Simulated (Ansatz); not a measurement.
CdI2 (P-3m1): gap against strain (isotropic on every length)

CdI2 (started from an entry of an open crystallographic database), relaxed with r2SCAN+rVV10 in Ansatz, then strained (isotropic on every length; changes of length per length, axes as in the cell below) with the atoms relaxed again within the symmetry that is left. It is trigonal, P-3m1 (No. 164); conventional cell a = 4.248 Å, c = 6.884 Å, 35.87 Å³ an atom. Cd is surrounded by 6 I at 2.99 Å; I is surrounded by 3 Cd at 2.99 Å. (Simulation; spin polarisation is off.)

```xyz
3
Lattice="4.2484 0.0000 0.0000 -2.1242 3.6792 0.0000 0.0000 0.0000 6.8844" Properties=species:S:1:pos:R:3 pbc="T T T"
Cd    0.0000    0.0000    0.0000
I     0.0000    2.4528    1.7181
I     2.1242    1.2264    5.1663
```

Gaps are the least over each mesh (PBE 12×12×4, r2SCAN 12×12×4 when unstrained) and the special points, which keep their unstrained names.

```
strain (%)  gap, PBE (eV)  gap, r2SCAN (eV)                           edges, r2SCAN
       0.0          2.329             2.780  (-1/8, 1/8, 0.203) → (0, 0.456, 0.359)
     +1.69          2.408             2.852  (0, 0.146, -0.172) → (0, 0.464, 0.365)
     +5.73          2.249             2.784                                       Γ
```

**Question.** Estimate the row for a strain of +1.91 %.

**Answer.**
```
strain (%)  gap, PBE (eV)  gap, r2SCAN (eV)         edges, r2SCAN
     +1.91          2.410             2.878  (0, 0.151, -1/6) → L
```

No spin-orbit coupling is included; it can move band edges with weight on the heavy atoms by tenths of an eV.

Where an edge lies off the special points, it is a point of the mesh or the k point where a search put PBE's edge or least direct gap, reused for the other functionals, whose own edges may lie a little apart.
